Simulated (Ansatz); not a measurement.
input.yaml (Ansatz)

```yaml
crystal:
  lattice:
    - [0.0, 3.7886255626, 3.7886255626]
    - [3.7886255626, 0.0, 3.7886255626]
    - [3.7886255626, 3.7886255626, 0.0]
  atoms:
    - { symbol: Hg, position: [0.0, 0.0, 0.0] }
hamiltonian:
  xc: revpbe
  pseudopotentials:
    kind: paw
    azcp:
      Hg: "pseudopotentials/Hg.paw.azcp"
basis:
  ecutwfc: 420
  fft_grid_basis: typed
kpoints:
  mp_grid: { grid: [8, 8, 8], shift: [0, 0, 0] }
magnetization:
  spin_polarized: false
scf:
  occupations: { method: fermi_dirac, width: 0.1 }
  lower_state_search: "off"
output:
  stress: true
```

Terminal output

```
Engine: ansatz 0.2.0, x86_64-unknown-linux-gnu
Pseudopotentials: kind: paw
Pseudopotential: Hg, paw, valence charge 20, recommended cutoff 420 eV (normal) 
Functional definition: revPBE
  parameter kappa = 1.245
  parameter beta = 0.06672455060314922
  exchange = pbe_x(kappa = kappa, mu = beta*pi^2/3)
  correlation = pbe_c(beta = beta)
Crystal: 1 atoms, lattice volume = 108.761 Å³
Basis set: ecut = 420 eV, 2109 PW (Γ)
Bands: 14, of which v1, the nominal top of the filled ones, is band 10 counted from 1 (9 counted from 0)
Symmetry: 48 space group operations
Space group: Fm-3m (ITA 225), of the structure as read, at distance tolerance 4.8e-5 Å
k-points: 29 of 512
Non-local potential: Hg, projectors of the file, l = 0: 3, l = 1: 2, l = 2: 2, l = 3: 1
PAW form: soft (Blöchl's): semilocal exchange-correlation on the pseudo side does not see the compensation charge
PAW frozen core: Hg, regenerated for the run's functional, and the local potential with it (the file was generated under x = pbe(κ = 0.804, μ = 0.2195149727645171), c = pbe(β = 0.06672455060314922))
PAW one-centre angular grid: Hg, 590 points (default); XC on 64 Gauss nodes
Initial density: superposition of atomic densities (neutral atoms: chi_scale 0, normalization atom), corrected by the library's trained network
Initial wavefunctions: pseudopotential atomic-orbital guess
Functional: x = revpbe(κ = 1.245, μ = 0.2195149727645171), c = pbe(β = 0.06672455060314922)
SCF iter   1: F=—  HF=-13824.037296 eV  |F-HF|=—  |Δ(HF+E_count)|=         —  Δρ=6.75e-4  dr2=8.34e-4  ethr=1.77e-3  ⟨swp⟩=4.3  Hψ=2050  notcnv=0
SCF iter   2: F=—  HF=-13824.037269 eV  |F-HF|=—  |Δ(HF+E_count)|=   2.65e-5  Δρ=3.12e-4  dr2=5.86e-5  ethr=4.17e-6  ⟨swp⟩=2.4  Hψ=866  notcnv=0
SCF iter   3: F=—  HF=-13824.037262 eV  |F-HF|=—  |Δ(HF+E_count)|=   7.70e-6  Δρ=9.14e-5  dr2=6.31e-6  ethr=2.93e-7  ⟨swp⟩=2.4  Hψ=716  notcnv=0
iter 4 did not close the SCF: its close was put off for the readings that it lacked (scf_convergence_deferred on its scf_iter line)
SCF iter   4: F=-13824.037265 eV  HF=-13824.037265 eV  |F-HF|=1.33e-7  |Δ(HF+E_count)|=   3.46e-6  Δρ=1.43e-5  dr2=7.69e-8  ethr=3.15e-8  ⟨swp⟩=3.0  Hψ=685  notcnv=0
iter 5 did not close the SCF: its close was put off for the readings that it lacked (scf_convergence_deferred on its scf_iter line)
SCF iter   5: F=-13824.037265 eV  HF=-13824.037265 eV  |F-HF|=1.23e-9  |Δ(HF+E_count)|=   1.56e-7  Δρ=8.87e-7  dr2=6.74e-10  ethr=3.84e-10  ⟨swp⟩=2.5  Hψ=646  notcnv=0
SCF iter   6: F=-13824.037265 eV  HF=-13824.037265 eV  |F-HF|=4.37e-11  |Δ(HF+E_count)|=   1.52e-9  Δρ=2.12e-7  dr2=4.00e-11  ethr=3.37e-12  ⟨swp⟩=1.2  Hψ=1106  notcnv=0
SCF 1 converged in 6 iterations: F = -13824.037265 eV  dr2 = 4.00e-11
SCF converged after 6 iterations
Free energy (F): -13824.037265 eV
Harris-Foulkes:  -13824.037265 eV  (|F-HF|=4.37e-11)
Internal energy: -13824.037265 eV  (E = F + TS)
E sigma→0 (E₀):  -13824.037265 eV
Fermi energy:    -0.126806 eV
--- Per-component energies (eV) ---
  E_band       = -663.641133
  E_kinetic    = 605.883088
  E_local      = -4530.348103  (includes V_loc(G=0)·N_el)
  E_nonlocal   = 72.555360
  E_hartree    = 1947.833630
  E_xc         = -220.367686
  E_vxc        = -261.155613  (∫ρ·V_xc dr)
  E_paw        = -9956.957971  (= ΣΔE_a)
  E_vpaw       = -446.243546  (= ΣTr[D̂ρ^β])
  E_aug_tail   = 0.000941  (compensation charges beyond the density's cutoff)
  E_ewald      = -1742.594705
  E_core_change = -0.041818  (= ΣΔE_core)
  E_smearing   = -0.000000  (= −TS)
  E_closure    = -0.000000  (closes the sum)
  Σ components = -13824.037265   (vs F -13824.037265, Δ=0.00e0)
--- Stress (GPa, compression-positive) ---
        0.045168      -0.000000       0.000000
        0.000000       0.045168      -0.000000
        0.000000       0.000000       0.045168
  P = ⅓ Tr σ = 0.0452 GPa (0.452 kbar)
```
